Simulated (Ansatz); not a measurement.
Two isomers of C3H6O: A = `CC(C)=O`, B = `C=C(C)O`.

Calculated with Ansatz (gas phase, PBE0-D4/def2-TZVP geometries, no zero-point term in ΔE). CCSD(T)/CBS is the MP2 limit (def2-TZVPP, def2-QZVPP) plus CCSD(T) − MP2 in def2-TZVPP, frozen cores. DFT in def2-TZVPP. B3LYP here is the variant with VWN-RPA as its local correlation; programs differ in this. Each species was taken in one conformer, which may not be the lowest.

Question: Which is lower in electronic energy at CCSD(T)/CBS, and by how much? (Best estimate.)

Answer: Ansatz gave: A, by 44.5 kJ/mol.

Question: Give E(B) − E(A) in kJ/mol with CCSD/def2-TZVPP, B2PLYP, BLYP-D4, PBE-D4, PBE0-D4, CCSD(T)/def2-TZVPP, B3LYP. (Estimate.)

Answer: Ansatz gave: CCSD/def2-TZVPP 48.0, B2PLYP 49.1, BLYP-D4 48.7, PBE-D4 46.7, PBE0-D4 46.2, CCSD(T)/def2-TZVPP 47.2, B3LYP 48.2. None reverses the order clearly.

Question: Does the order hold for the free energy at 298.15 K (harmonic terms from PBE0-D4)? (Estimate.)

Answer: The calculation gave: Yes: G(B) − G(A) = +50.6 kJ/mol, for one conformer each. Modes under 60 cm⁻¹, often nearly free rotors, make the harmonic entropy too high.

Largest T1 diagnostic: 0.013.

At CCSD(T), def2-SVP lies +15.1 kJ/mol from the extrapolated value and def2-TZVPP +2.7 kJ/mol. In def2-TZVPP, CCSD(T) changes the Hartree–Fock value by −9.4 kJ/mol (the triples alone add −0.8 kJ/mol) and MP2 by −9.7 kJ/mol.
